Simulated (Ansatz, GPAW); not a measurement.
# Ballistic transport through a Ga chain with a Si atom bridging one bond, from relaxation to T(E), part 2 of 3

Wanted: T(E) of a Ga chain with a Si atom bridging one bond at a relaxed geometry in two programs, beside the unrelaxed structure.

GPAW 26.7.0 and Ansatz 0.2.0; Ansatz plane waves; relaxation of the junction with the lead ends held (the session's first sound run).

So far, open channels of the lead at the Fermi level (one spin): step 3 (plane-wave reference (PBE)) 3.

## Step 4: Double-zeta polarised basis

Localised orbitals split the wire into layers that couple to their neighbours alone, which is what the Green's function method needs; double zeta with polarisation is the usual level for numbers.

This step: GPAW LCAO, PAW setups; Landauer transmission from Green's functions with principal layers (ASE), zero bias (GPAW 26.7.0).

Contents of run.py:

```python
import json
import numpy as np
from ase import Atoms
from ase.transport.calculators import TransportCalculator
from gpaw import GPAW, FermiDirac
from gpaw.lcao.tools import get_lcao_hamiltonian
from scipy.linalg import eigh

# The junction with lead layers at both ends, along the third cell vector
device = Atoms(
    ['Ga', 'Ga', 'Ga', 'Ga', 'Ga', 'Ga', 'Si', 'Ga', 'Ga', 'Ga', 'Ga', 'Ga', 'Ga'],
    positions=[
        [4.50000, 4.50000, 1.27500],
        [4.50000, 4.50000, 3.82500],
        [4.50000, 4.50000, 6.37500],
        [4.50000, 4.50000, 8.92500],
        [6.11303, 4.36260, 10.92991],
        [5.90074, 4.38905, 13.50822],
        [7.24477, 4.29856, 15.40518],
        [5.90052, 4.39563, 17.29769],
        [6.11750, 4.38391, 19.87477],
        [4.50000, 4.50000, 21.87500],
        [4.50000, 4.50000, 24.42500],
        [4.50000, 4.50000, 26.97500],
        [4.50000, 4.50000, 29.52500]],
    cell=[[9.0, 0.0, 0.0], [0.0, 9.0, 0.0], [0.0, 0.0, 30.8]],
    pbc=True)

# One principal layer of the lead: the first 3 atoms of the device
lead = Atoms(
    ['Ga', 'Ga', 'Ga'],
    positions=[
        [4.50000, 4.50000, 1.27500],
        [4.50000, 4.50000, 3.82500],
        [4.50000, 4.50000, 6.37500]],
    cell=[[9.0, 0.0, 0.0], [0.0, 9.0, 0.0], [0.0, 0.0, 7.65]],
    pbc=True)

settings = dict(mode='lcao', basis='dzp', xc='PBE', h=0.2,
                occupations=FermiDirac(0.1), maxiter=250,
                mixer=dict(beta=0.1, nmaxold=8, weight=100.0),
                convergence=dict(density=0.0001))
energies = np.arange(-2, 2 + 1e-9, 0.025)
eta = 0.0001
n1, n2 = 1, 1
# k and -k transmit alike, so half of the mesh across the current serves
mesh = [(i, j) for i in range(n1) for j in range(n2) if (i, j) <= (-i % n1, -j % n2)]
weights = np.array([1 if (i, j) == (-i % n1, -j % n2) else 2 for i, j in mesh]) / (n1 * n2)


def ground_state(atoms, size, txt):
    atoms.calc = GPAW(kpts={'size': size, 'gamma': True}, symmetry={'tolerance': 1e-3}, txt=txt, **settings)
    atoms.get_potential_energy()
    return atoms.calc.get_fermi_level()


def blocks(atoms, fermi, points, nz, cells):
    """H - E_F S and S between cell 0 and the cells above it, at each point across the current."""
    kz = np.arange(nz) / nz
    calc = atoms.calc.fixed_density(kpts=[(*k, z) for k in points for z in kz], symmetry='off', txt=None)
    H, S = get_lcao_hamiltonian(calc)
    H = (H - fermi * S).reshape(len(H), len(points), nz, *S.shape[1:])
    S = S.reshape(H.shape[1:])
    phases = [np.exp(-2j * np.pi * kz * R) / nz for R in cells]
    return [(np.einsum('skzij,z->ksij', H, p), np.einsum('kzij,z->kij', S, p)) for p in phases]


def pair(a, b):
    return np.block([[a, b], [b.T.conj(), a]])


def count_channels(h, s, cells, nk=240):
    """Half the number of times that the lead's bands cross each energy, unfolded to its shortest repeat."""
    b = len(h) // cells
    bands = []
    for k in (np.arange(nk + 1) + 0.5) / nk:
        hk, sk = h[:b, :b].copy(), s[:b, :b].copy()
        for R in range(1, cells):
            phase, block = np.exp(2j * np.pi * k * R), slice(R * b, (R + 1) * b)
            hk += h[:b, block] * phase + (h[:b, block] * phase).T.conj()
            sk += s[:b, block] * phase + (s[:b, block] * phase).T.conj()
        w, u = eigh(sk)
        x = u[:, w > 1e-5] / w[w > 1e-5]**0.5  # drop near-dependent combinations
        bands.append(np.r_[eigh(x.T.conj() @ hk @ x, eigvals_only=True), [1e9] * (w <= 1e-5).sum()])
    below = np.array(bands)[:, :, None] < energies
    return (below[1:] != below[:-1]).sum((0, 1)) / 2


fermi_lead = ground_state(lead, (1, 1, 15), 'lead.txt')
fermi_device = ground_state(device, (1, 1, 3), 'device.txt')
T, channels, eigen, tail, misfit, shifts = [], [], [], 0.0, 0.0, []
for first in range(0, len(mesh), 657):
    points = [(i / n1, j / n2) for i, j in mesh[first:first + 657]]
    (H0k, S0k), (H1k, S1k), (H2k, _) = blocks(lead, fermi_lead, points, 5, range(3))
    [(Hk, Sk)] = blocks(device, fermi_device, points, 2, [0])
    tail = max(tail, abs(H2k).max())
    for H0, S0, H1, S1, H, S in zip(H0k, S0k, H1k, S1k, Hk, Sk):
        n = len(S0)
        # Shift the lead onto the potential of the device's first layer
        shift = ((H[:, 0, 0] - H0[:, 0, 0]) / S0[0, 0]).real.mean()
        shifts.append(shift)
        misfit = max(misfit, abs(H[:, :n, :n] - H0 - shift * S0).max())
        Tk, Ck, Ek = [], [], []
        for s in range(len(H)):
            t = s % len(H0)  # a lead without moments serves both spins
            h1, s1 = pair(H0[t] + shift * S0, H1[t] + shift * S1), pair(S0, S1)
            leads = dict(h1=h1, s1=s1, energies=energies, eta=eta, eta1=eta, eta2=eta)
            calc = TransportCalculator(h=H[s], s=S, eigenchannels=3, **leads)
            Tk.append(calc.get_transmission())
            Ek.append(np.sort(calc.eigenchannels_ne, axis=0)[::-1])
            Ck.append(count_channels(h1, s1, 6))
        T.append(Tk)
        channels.append(Ck)
        eigen.append(Ek)
T, channels = np.array(T), np.array(channels)
mean, open_channels = np.einsum('kse,k->se', T, weights), np.einsum('kse,k->se', channels, weights)

print(f'basis functions: device {len(S)}, principal layer {n}')
print(f'Fermi level: lead {fermi_lead:.4f} eV, device {fermi_device:.4f} eV; lead shifted by {np.mean(shifts):.4f} eV')
print(f'largest coupling past the next layer {tail:.2e} eV, largest misfit of the first layer {misfit:.3f} eV')
print('  E-E_F (eV)   ' + 'T (one spin)  channels')
for e, t, c in zip(energies, mean.T, open_channels.T):
    print(f'{e:10.3f}  ', *[f'{x:11.4e}' for x in t], *[f'{x:9.4f}' for x in c])

kT = 8.617333e-5 * 300
fine = np.linspace(energies[0], energies[-1], 4001)
both = np.exp(np.interp(fine, energies, np.log(np.maximum(mean.sum(0) * 2 / len(mean), 1e-30))))
fermi = lambda mu: 1 / (1 + np.exp(np.clip((fine - mu) / kT, -200, 200)))
slope = fermi(0) * (1 - fermi(0)) / kT
G = np.trapezoid(both * slope, fine) / 2
seebeck = -np.trapezoid(both * slope * fine, fine) / (2 * G * 300) * 1e6
print(f'conductance at 300 K: {G:.5g} G0 a cell; thermopower {seebeck:.4g} uV/K')
bias = [0.1, 0.2, 0.5, 1.0, 1.5, 2.0]
current = [38.74 * np.trapezoid(both * (fermi(V / 2) - fermi(-V / 2)), fine) for V in bias]
for V, I in zip(bias, current):
    print(f'current from the zero-bias T(E) at {V} V: {I:.5g} uA')
zero = abs(energies).argmin()
json.dump(dict(energies=energies.tolist(), T=mean.tolist(), channels=open_channels.tolist(), G=G, seebeck=seebeck,
               bias=bias, current=current, tail=tail, misfit=misfit, shift=np.mean(shifts), n_device=len(S), n_lead=n,
               fermi=[fermi_lead, fermi_device], energy=device.get_potential_energy(),
               moments=device.get_magnetic_moments().tolist(), mesh=mesh, weights=weights.tolist(),
               T_k=T[:, :, zero].tolist(), eigen=np.array(eigen[0]).tolist()), open('result.json', 'w'))
```

On the command line:

```bash
> OMP_NUM_THREADS=1 OPENBLAS_NUM_THREADS=1 python run.py
```

The job ended after 59 s (1 thread of Arm Neoverse V1, shared host; peak memory 1 GiB).

Numbers from this step:

| Item | Value |
| --- | --- |
| conductance | 0.7354 G₀ |
| thermopower | -9.775 μV/K |
| largest coupling past the next principal layer | 6.03e-5 eV |
| largest misfit of the first principal layer | 0.09201 eV |
| shift that aligns the lead | -0.01242 eV |
| basis functions of the junction | 169 |
| basis functions of a principal layer | 39 |
| transmission at the Fermi level (one spin) | 0.7360 |

One spin. Table of transmission, zone mean by energy, zero at the Fermi level:

```tsv
energy (eV)	transmission, zone mean
-2.000	0.0769
-1.900	0.0412
-1.800	0.0195
-1.700	0.00720
-1.600	0.00133
-1.500	0
-1.400	0.00261
-1.300	0.00855
-1.200	0.0181
-1.100	0.0320
-1.000	0.0517
-0.900	0.0782
-0.800	0.102
-0.700	0.0278
-0.600	0.820
-0.575	0.877
-0.500	0.740
-0.400	0.357
-0.300	0.118
-0.200	0.442
-0.100	0.636
0.000	0.736
0.100	0.831
0.200	0.935
0.300	1.05
0.400	1.16
0.500	1.26
0.600	1.33
0.700	1.38
0.800	1.40
0.900	1.40
1.000	1.38
1.100	1.35
1.200	1.34
1.300	1.34
1.400	1.35
1.500	1.39
1.600	1.44
1.700	1.51
1.800	1.61
1.900	1.73
2.000	1.87
```

Crossings of the lead's bands, unfolded to its shortest repeat. Table of open channels, zone mean by energy, zero at the Fermi level:

energy (eV), open channels, zone mean and a bar:
```
   -2.000       1.00 ##########
   -1.900       1.00 ##########
   -1.800       1.00 ##########
   -1.700       1.00 ##########
   -1.600       1.00 ##########
   -1.500       0.00 
   -1.400       1.00 ##########
   -1.300       1.00 ##########
   -1.200       1.00 ##########
   -1.100       1.00 ##########
   -1.000       1.00 ##########
   -0.900       1.00 ##########
   -0.800       1.00 ##########
   -0.700       1.00 ##########
   -0.600       1.00 ##########
   -0.500       1.00 ##########
   -0.400       1.00 ##########
   -0.300       1.00 ##########
   -0.200       3.00 ##############################
   -0.100       3.00 ##############################
    0.000       3.00 ##############################
    0.100       3.00 ##############################
    0.200       3.00 ##############################
    0.300       3.00 ##############################
    0.400       3.00 ##############################
    0.500       3.00 ##############################
    0.600       3.00 ##############################
    0.700       3.00 ##############################
    0.800       3.00 ##############################
    0.900       3.00 ##############################
    1.000       3.00 ##############################
    1.100       3.00 ##############################
    1.200       3.00 ##############################
    1.300       3.00 ##############################
    1.400       3.00 ##############################
    1.500       3.00 ##############################
    1.600       3.00 ##############################
    1.700       3.00 ##############################
    1.800       3.00 ##############################
    1.900       3.00 ##############################
    2.000       3.00 ##############################
```

Not self-consistent under bias; the bias window is split evenly. Current through one cell, from the zero-bias transmission against bias:

```tsv
bias (V)	current through one cell, from the zero-bias transmission (μA)
0.100	5.70
0.200	11.4
0.500	27.3
1.000	56.1
1.500	90.6
2.000	119
```

Transmission of the three most open eigenchannels against energy, zero at the Fermi level:

```tsv
energy (eV)	channel 1	channel 2	channel 3
-2.000	0.0769	6.6e-12	0
-1.800	0.0195	6.3e-12	0
-1.600	0.00133	5.8e-12	0
-1.400	0.00261	6.4e-12	0
-1.200	0.0181	5.9e-12	0
-1.000	0.0517	5.6e-12	0
-0.800	0.102	5.4e-12	0
-0.600	0.820	4.9e-12	0
-0.400	0.357	3.2e-10	9.1e-12
-0.200	0.250	0.180	0.0118
0.000	0.361	0.353	0.0225
0.200	0.517	0.389	0.0292
0.400	0.633	0.486	0.0391
0.600	0.695	0.581	0.0558
0.800	0.685	0.633	0.0828
1.000	0.658	0.597	0.123
1.200	0.680	0.481	0.177
1.400	0.707	0.400	0.244
1.600	0.736	0.377	0.326
1.800	0.762	0.428	0.417
2.000	0.785	0.552	0.538
```

At the Fermi level T is 0.736 against 0.726 in plane waves. Couplings past the next layer reach 6.0e-5 eV, small enough to drop; the matrix elements of the cell's first layer differ from the bulk lead's by up to 0.092 eV. That layer keeps its own values in the calculation, and only beyond it is the lead taken as perfect. The Fermi levels of lead and junction count from different zeros of potential, one for each periodic cell; with both set to zero, the small remaining shift is what aligns them. By hand: G = 0.7354 × 77.48 μS = 57.0 μS, a resistance of 17.6 kΩ; at 0.1 V a linear junction would pass 5.70 μA, and the integral over the bias window gives 5.70 μA. Mott's formula, S = -(π²/3)(k_B²T/e) d ln T/dE, has the prefactor 7.33 μV/K·eV at 300 K; T = 0.7128 at -0.025 eV and 0.7591 at 0.025 eV give a slope of 1.26 per eV and S = -9.22 μV/K, beside -9.78 μV/K from the thermal integral, which interpolates the same grid.

## Step 5: GPAW, szp: basis = "szp(dzp)"

The second zeta is dropped, the polarisation orbitals stay.

Edit run.py of step 4 so:

```diff
@@ -38,3 +38,3 @@
 
-settings = dict(mode='lcao', basis='dzp', xc='PBE', h=0.2,
+settings = dict(mode='lcao', basis='szp(dzp)', xc='PBE', h=0.2,
                 occupations=FermiDirac(0.1), maxiter=250,
```

Wall time 48 s (1 thread); peak memory 1 GiB.

This step gave:

| Property | Result |
| --- | --- |
| conductance | 0.7323 G₀ |
| thermopower | -10.06 μV/K |
| largest coupling past the next principal layer | 5.81e-5 eV |
| largest misfit of the first principal layer | 0.09169 eV |
| shift that aligns the lead | -0.01374 eV |
| basis functions of the junction | 117 |
| basis functions of a principal layer | 27 |
| transmission at the Fermi level (one spin) | 0.7336 |

The conductance, 0.732 G₀, lies 0.4 % below that of the dzp run.

## Step 6: Minimal basis

The minimal basis is the cheapest rung: no second zeta and no polarisation.

Edit run.py of step 5 so:

```diff
@@ -38,3 +38,3 @@
 
-settings = dict(mode='lcao', basis='szp(dzp)', xc='PBE', h=0.2,
+settings = dict(mode='lcao', basis='sz(dzp)', xc='PBE', h=0.2,
                 occupations=FermiDirac(0.1), maxiter=250,
```

Run time: 33 s. Hardware: 1 thread; peak memory 0.93 GiB.

This step gave:

- conductance: 0.7265 G₀
- thermopower: -9.803 μV/K
- largest coupling past the next principal layer: 5.75e-5 eV
- largest misfit of the first principal layer: 0.05802 eV
- shift that aligns the lead: -0.01512 eV
- basis functions of the junction: 52
- basis functions of a principal layer: 12
- transmission at the Fermi level (one spin): 0.7284

The conductance, 0.726 G₀, lies 1.2 % below that of the dzp run.

## Step 7: revPBE in the dzp basis: xc = "revPBE"

Back in the dzp basis, the functional changes from PBE to revPBE, to set the spread between functionals beside that between bases.

Edit run.py of step 6 so:

```diff
@@ -38,3 +38,3 @@
 
-settings = dict(mode='lcao', basis='sz(dzp)', xc='PBE', h=0.2,
+settings = dict(mode='lcao', basis='dzp', xc='revPBE', h=0.2,
                 occupations=FermiDirac(0.1), maxiter=250,
```

Run time: 58 s. Hardware: 1 thread; peak memory 1 GiB.

This step gave:

- conductance: 0.7006 G₀
- thermopower: -9.990 μV/K
- largest coupling past the next principal layer: 6.04e-5 eV
- largest misfit of the first principal layer: 0.09306 eV
- shift that aligns the lead: -0.01317 eV
- basis functions of the junction: 169
- basis functions of a principal layer: 39
- transmission at the Fermi level (one spin): 0.7004

One spin. Table of transmission, zone mean by energy, zero at the Fermi level:

```tsv
energy (eV)	transmission, zone mean
-2.000	0.0833
-1.900	0.0456
-1.800	0.0223
-1.700	0.00885
-1.600	0.00204
-1.500	2.8e-6
-1.400	0.00175
-1.300	0.00679
-1.200	0.0153
-1.100	0.0280
-1.000	0.0460
-0.900	0.0698
-0.800	0.0886
-0.700	0.00856
-0.600	0.855
-0.575	0.886
-0.500	0.719
-0.400	0.332
-0.300	0.107
-0.200	0.432
-0.100	0.607
0.000	0.700
0.100	0.796
0.200	0.906
0.300	1.02
0.400	1.14
0.500	1.24
0.600	1.32
0.700	1.37
0.800	1.39
0.900	1.38
1.000	1.36
1.100	1.33
1.200	1.32
1.300	1.31
1.400	1.33
1.500	1.36
1.600	1.42
1.700	1.49
1.800	1.58
1.900	1.70
2.000	1.85
```

The conductance, 0.701 G₀, lies 4.7 % below that of the dzp run.

## Step 8: Without the relaxation: geometry = "as built"

The dzp basis with PBE on the structure as first built shows what the relaxation was worth.

Edit run.py of step 7 so:

```diff
@@ -16,7 +16,7 @@
         [4.50000, 4.50000, 8.92500],
-        [6.11303, 4.36260, 10.92991],
-        [5.90074, 4.38905, 13.50822],
-        [7.24477, 4.29856, 15.40518],
-        [5.90052, 4.39563, 17.29769],
-        [6.11750, 4.38391, 19.87477],
+        [4.50000, 4.50000, 11.47500],
+        [4.50000, 4.50000, 14.02500],
+        [6.42655, 4.50000, 15.40000],
+        [4.50000, 4.50000, 16.77500],
+        [4.50000, 4.50000, 19.32500],
         [4.50000, 4.50000, 21.87500],
@@ -38,3 +38,3 @@
 
-settings = dict(mode='lcao', basis='dzp', xc='revPBE', h=0.2,
+settings = dict(mode='lcao', basis='dzp', xc='PBE', h=0.2,
                 occupations=FermiDirac(0.1), maxiter=250,
```

Elapsed: 48 s, on 1 thread; peak memory 1 GiB.

Numbers from this step:

```
conductance                                    : 0.9557 G₀
thermopower                                    : -3.956 μV/K
largest coupling past the next principal layer : 6.03e-5 eV
largest misfit of the first principal layer    : 0.03929 eV
shift that aligns the lead                     : -0.01130 eV
transmission at the Fermi level (one spin)     : 0.9642
```

One spin. Transmission, zone mean against energy, zero at the Fermi level:

```tsv
energy (eV)	transmission, zone mean
-2.000	0.740
-1.900	0.730
-1.800	0.713
-1.700	0.680
-1.600	0.599
-1.500	5.1e-6
-1.425	0.970
-1.400	0.906
-1.300	0.792
-1.200	0.737
-1.100	0.691
-1.000	0.643
-0.900	0.586
-0.800	0.515
-0.700	0.423
-0.600	0.304
-0.500	0.161
-0.400	0.0288
-0.300	0.0344
-0.200	0.537
-0.100	0.872
0.000	0.964
0.100	0.980
0.200	1.02
0.300	1.09
0.400	1.17
0.500	1.24
0.600	1.30
0.700	1.35
0.800	1.38
0.900	1.41
1.000	1.43
1.100	1.45
1.200	1.46
1.300	1.47
1.350	1.47
1.400	1.47
1.500	1.46
1.600	1.45
1.700	1.43
1.800	1.41
1.900	1.37
2.000	1.34
```

The conductance, 0.956 G₀, lies 30 % above that of the dzp run.

## Step 9: Cost and result by level

Times are wall times on the hardware named with each run. The runs compared:

```tsv
no.	run	conductance (G₀)	time	memory (GiB)
1	pw PBE	0.7264	96 s	2.5
2	dzp	0.7354	59 s	1.0
3	szp	0.7323	48 s	1.0
4	sz	0.7265	33 s	0.93
5	dzp revPBE	0.7006	58 s	1.0
6	asbuilt	0.9557	48 s	1.0
```

## Step 10: The levels side by side

The curves are compared point by point over the common energies.

This step: comparison of transmission and cost over codes, levels and geometry (GPAW 26.7.0).

Ladder, by row:

```tsv
step	code	T at the Fermi level (sum over the listed spins)	conductance (G0)	r.m.s. T(E) from the first	wall time (s)	peak memory (GiB)	threads
pw-pbe	Ansatz	0.7262	0.7264	0	95.64	2.45	4
dzp	GPAW	0.736	0.7354	0.02513	58.82	1.04	1
szp	GPAW	0.7336	0.7323	0.1089	48.09	1.02	1
sz	GPAW	0.7284	0.7265	0.1108	33.25	0.93	1
dzp-revPBE	GPAW	0.7004	0.7006	0.03751	57.81	1.04	1
asbuilt	GPAW	0.9642	0.9557	0.4007	47.74	1.04	1
```

Table of transmission, zone mean, sum over the listed spins by energy, zero at the Fermi level:

```tsv
energy (eV)	pw-pbe	dzp	szp	sz	dzp-revPBE	asbuilt
-2.000	0.0651	0.0769	0.0740	0.113	0.0833	0.740
-1.800	0.0148	0.0195	0.0154	0.0198	0.0223	0.713
-1.600	5.9e-4	0.00133	5.9e-10	2.3e-9	0.00204	0.599
-1.400	0.00359	0.00261	5.3e-5	0.00479	0.00175	0.906
-1.200	0.0210	0.0181	0.00728	4.5e-4	0.0153	0.737
-1.000	0.0572	0.0517	0.0282	0.00785	0.0460	0.643
-0.800	0.125	0.102	0.0259	0.00124	0.0886	0.515
-0.600	0.760	0.820	0.858	0.901	0.855	0.304
-0.575	0.857	0.877	0.877	0.897	0.886	0.270
-0.400	0.331	0.357	0.416	0.433	0.332	0.0288
-0.200	0.455	0.442	0.372	0.365	0.432	0.537
0.000	0.726	0.736	0.734	0.728	0.700	0.964
0.200	0.932	0.935	0.935	0.915	0.906	1.02
0.400	1.16	1.16	1.17	1.13	1.14	1.17
0.600	1.33	1.33	1.35	1.31	1.32	1.30
0.800	1.38	1.40	1.44	1.41	1.39	1.38
1.000	1.34	1.38	1.45	1.43	1.36	1.43
1.200	1.31	1.34	1.45	1.42	1.32	1.46
1.400	1.33	1.35	1.50	1.45	1.33	1.47
1.600	1.43	1.44	1.61	1.54	1.42	1.45
1.800	1.61	1.61	1.80	1.70	1.58	1.41
2.000	1.89	1.87	2.08	1.94	1.85	1.34
```

(Continued in part 3 of 3.)

[Logs are printed without paths, hosts, clocks, repeated set-up lines and the standing remarks that a program may print on its own settings, such as how far it seeks lower states.]

[Hosts, paths, dates, database ids (printed as entryN), source tags and the programs' standing remarks are cut or masked in the printed files.]
